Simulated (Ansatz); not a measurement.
Phases of CdSe at 5.2 GPa

Structure types of CdSe are relaxed in primitive cells with their symmetry kept at 5.2 GPa, on PAW files; LAPW relaxes the small cells further and takes the PAW cell for the others (marked *). The enthalpy is E + pV at zero temperature, without zero-point motion. Only the types listed were tried, and differences under about 5 meV/atom are mesh noise. The real phase may be another.

Level of theory: DFT with PBE, scalar-relativistic, in Ansatz 0.2.0; Fermi–Dirac smearing of 0.05 eV, no spin polarisation. LAPW: all electrons, basis error target 0.5 meV/atom; PAW: frozen-core files, cutoff 420 eV.

k meshes: rocksalt 13×13×13, CsCl 13×13×13, zincblende 11×11×11, wurtzite 9×9×5, NiAs 10×10×6.

| start type | ends as | a, b, c (Å) | V (Å³/atom) | H − H(lowest), LAPW (meV/atom) |
| --- | --- | --- | --- | --- |
| rocksalt | rocksalt, Fm-3m | 5.600, 5.600, 5.600 | 21.95 | 0.0 |
| CsCl | CsCl, Pm-3m | 3.469, 3.469, 3.469 | 20.88 | 419.7 |
| zincblende | zincblende, F-43m | 6.006, 6.006, 6.006 | 27.08 | ? |
| wurtzite* | wurtzite, P6_3mc | 4.245, 4.245, 6.944 | 27.09 | 36.0 |
| NiAs* | NiAs, P6_3/mmc | 3.955, 3.955, 6.571 | 22.25 | ? |

**Question.** What belongs in the row "zincblende", column "H − H(lowest), LAPW (meV/atom)"?

**Answer.** 34.3.

**Question.** Give the missing entry: row "NiAs*", column "H − H(lowest), LAPW (meV/atom)".

**Answer.** 35.6.

**Question.** Split the lead of rocksalt over zincblende into energy and pV.

**Answer.** For zincblende less rocksalt: ΔE = -132.2 meV/atom, and p·ΔV = 5.2 GPa × +5.1297 Å³ × 6.242 meV/(GPa·Å³) = +166.5 meV/atom, together 34.3 meV/atom. rocksalt wins by its smaller volume, against the internal energy.
